Q: I have nine equilibrium volumes for face-centred cubic (fcc) tungsten, the volume per atom at which each method finds its lowest energy. Every calculation found a proper minimum. How can I tell whether any of them is wrong?

Face-centred cubic tungsten (Fm-3m) on a static lattice, computed with classical force fields in LAMMPS, directly or through ASE, and with PBE in GPAW, ABACUS and Quantum ESPRESSO (releases of 2025 and 2026). Each equilibrium volume is taken at the method's own energy minimum; for the PBE rows, the basis column gives the energy cutoff.

```
       method         rung             program                            potentials       basis                k mesh            smearing  equilibrium volume (Å³/atom)
     2NN MEAM  force field              LAMMPS                               WL.meam     default      none 1-atom-cell            none 0eV                        16.159
     2NN MEAM  force field  LAMMPS-through-ASE                               WL.meam     default      none 4-atom-cell            none 0eV                        16.159
          EAM  force field              LAMMPS                     Zhou04_create_eam     default      none 1-atom-cell            none 0eV                        17.514
         MEAM  force field              LAMMPS                          library.meam     default      none 1-atom-cell            none 0eV                        17.080
SNAP-with-ZBL  force field  LAMMPS-through-ASE                    W_2940_2017_2.snap     default      none 4-atom-cell            none 0eV                        17.247
SNAP-with-ZBL  force field              LAMMPS                 WBe_Wood_PRB2019.snap     default      none 1-atom-cell            none 0eV                        16.779
          PBE          GGA                GPAW  GPAW-PAW-data-sets-(gpaw-data-1.2.1)      600 eV  11x11x11 1-atom-cell  fermi-dirac 0.05eV                        16.427
          PBE          GGA              ABACUS   PseudoDojo-NC-SR-0.4.1-PBE-standard  1006.82 eV  11x11x11 1-atom-cell  fermi-dirac 0.05eV                        16.450
          PBE          GGA    Quantum ESPRESSO               SSSP-1.3-efficiency-PBE  748.313 eV  11x11x11 1-atom-cell  fermi-dirac 0.05eV                        16.456
```

A: Begin with the three PBE rows. They come from different programs with different potentials and cutoffs, yet they differ by only 0.03 Å³ per atom. That is the scatter you should expect when several programs solve nearly the same electronic problem. Now do the same for the force fields.

Q: They run from 16.16 to 17.51 Å³, more than forty times the PBE scatter. But the two 2NN MEAM rows agree perfectly. Doesn't that speak for this potential?

A: It speaks for the programs. Both rows use the same parameter file, so they are one potential evaluated by two routes, and their agreement shows that neither the route nor the cell size matters. The two SNAP rows use different files, and they differ by 0.47 Å³. The answer therefore follows the parameters, and the name of the method does not tell you how good it is.

Q: Then which potentials fail?

A: Take the mean of the PBE rows, 16.44 Å³, as the yardstick. EAM lies 6.5% above it, the larger SNAP value 4.9% and MEAM 3.9%. For a metal like tungsten, PBE itself may miss the volume by one or two per cent, roughly speaking, so I call these three clear failures. The other SNAP file, 2.0% above, and 2NN MEAM, 1.7% below, are too close to that margin for a verdict.

Q: If I had only a force field and a cell from a PBE calculation, would I notice?

A: Yes, if you looked at the pressure before relaxing the cell. A potential that prefers a larger volume feels squeezed in the PBE cell and reports a positive pressure; one that prefers a smaller volume reports a negative one. Once the cell has relaxed, the pressure is zero and the warning has gone. What remains is a tidy minimum in the wrong place.

Q: Can I estimate that pressure from the table?

A: Suppose the potential has the stiffness of PBE and only its minimum has moved. The Murnaghan equation then gives

P = (B/B′) [(V₀/V)^B′ − 1]

Here V₀ is the potential's own equilibrium volume and V the volume of the cell. B is the bulk modulus and B′ its change with pressure; I take both from the GPAW energy curve, 293 GPa and 4.49. No force-field pressure enters the estimate.

Q: For MEAM, V₀ is 17.080 Å³. I'll use V = 16.396 Å³, close to the PBE minimum. The ratio is 1.042, its power 4.49 is about 1.20, and B/B′ is about 65 GPa. That makes 13 GPa.

A: The MEAM calculation gives 14.4 GPa at that volume, about 10% more than the estimate before rounding. Most of the difference is understandable, because MEAM is 9% stiffer than PBE. For 2NN MEAM the estimate is −4.1 GPa and the calculation gives −4.2 GPa. In these two potentials, then, the curve has nearly the shape of the PBE curve and is shifted in volume.

Q: Does the picture also work for energies?

A: Roughly, as long as the stiffness is similar. When the larger-volume SNAP potential relaxes from the starting cell of 16.73 Å³, it gains 12 meV per atom. A parabola with the PBE stiffness predicts 14 meV, so this potential is softer than PBE over that range. A borrowed stiffness is good for a quick estimate, but it doesn't replace the potential's own curve.

Q: Why should a potential get the stiffness right and the volume wrong?

A: Think about what it was made for. Tungsten is normally body-centred cubic (bcc), and a potential may have been adjusted mainly to that phase. The fcc crystal here is held in place by its symmetry and is not the stable form. It asks the potential how long a tungsten bond should be when the surroundings change.

Q: Why would the bond length change at all? They are the same atoms.

A: Because bonding in a metal does not add up pair by pair. Let an atom have Z neighbours at distance r. The repulsion grows in proportion to Z, but the bonding energy of the d electrons grows only as about √Z, since the same electrons serve all the bonds. A minimal model of the energy is

E = a Z exp(−p r) − b √Z exp(−q r), with p > q

where a and b set the strengths and p and q the decay of the two parts. Setting the slope to zero gives

r₀ = [ln(a p / (b q)) + ½ ln Z] / (p − q)

Q: So more neighbours mean longer bonds, and fewer neighbours mean shorter ones.

A: Yes. In fcc an atom has twelve equal neighbours. In bcc it has eight near ones and six slightly farther away. Those six count for less, because both repulsion and bonding fade with distance, so bcc acts like a structure with fewer than twelve neighbours. Going from bcc to fcc, the shortest bond should lengthen.

Q: Can I see that in the volumes?

A: Roughly. Take about 16 Å³ per atom for bcc tungsten. If fcc kept the same shortest bond, geometry would give it only about 14.7 Å³, far below every row. The PBE volume instead requires the bond to grow by about 0.1 Å.

Q: And EAM makes it grow too much?

A: Its neighbour distance is 2.915 Å, against 2.854 Å at the mean PBE volume. An excess of 0.06 Å looks harmless, but it is more than half of the whole change from bcc to fcc. Volume goes as the cube of length, so 2.1% in the distance becomes 6.5% in the volume. A potential can describe bcc well and still miss this response, because data from one perfect crystal may hardly constrain how the bond reacts to a different set of neighbours.

Q: Is that established for these potentials?

A: The wrong volumes and the false pressures are computed results. That bonds lengthen with coordination is standard theory. That this response is what goes wrong in each file is my inference, since part of an offset could already be present in the potential's bcc volume. To find out, run bcc with the same file and with PBE: if the potential matches PBE there and departs from it in fcc, the fault lies in the response to the new neighbours.
